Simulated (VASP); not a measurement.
Runs of VASP 6.6.1 on KBr. The structure is cubic, space group Fm-3m (No. 225). The conventional cell has a = 6.585 Å, b = 6.585 Å, c = 6.585 Å, α = 90.00°, β = 90.00°, γ = 90.00°. K (site symmetry m-3m) is surrounded by 6 Br at 3.29 Å. Br (site symmetry m-3m) is surrounded by 6 K at 3.29 Å. 

| level | potentials or basis | cell | smearing | gap on the mesh (eV) | pressure (GPa) | largest force (eV/Å) |
| --- | --- | --- | --- | --- | --- | --- |
| PBE | VASP PAW PBE potentials, release 64 (K_sv, Br) | one atom moved | gaussian 0.02 eV | (a) | 1.8 | 0.70 |
| PBE | VASP PAW PBE potentials, release 64 (K_sv, Cl) | Br replaced by Cl, lengths x 0.967, strained and moved within the space group | gaussian 0.1 eV | 4.78 | -1.1 | - |
| PBE | VASP PAW PBE potentials, release 64 (K_sv, Br) | as given | gaussian 0.1 eV | 4.45 | (c) | - |
| PBE | VASP PAW PBE potentials, release 64 (K_sv, Br) | all atoms moved at random, cell strained at random | gaussian 0.02 eV | (d) | 2.4 | 0.21 |
| PBEsol | VASP PAW PBE potentials, release 64 (K_sv, Br) | functional PBEsol, strained and moved within the space group | gaussian 0.02 eV | (b) | -0.6 | - |

Alike in all rows: task single point; no spin polarisation; k mesh 6 × 6 × 6; cutoff (eV) 520.

Estimate the missing entries.

(a) 4.49; (b) 4.22; (c) 0.9; (d) 4.63.

Caveats: the PAW data sets were made with another functional, which shifts forces and pressure a little (some runs).

A k mesh can miss the band edges, and the runs leave out spin-orbit coupling on Br.
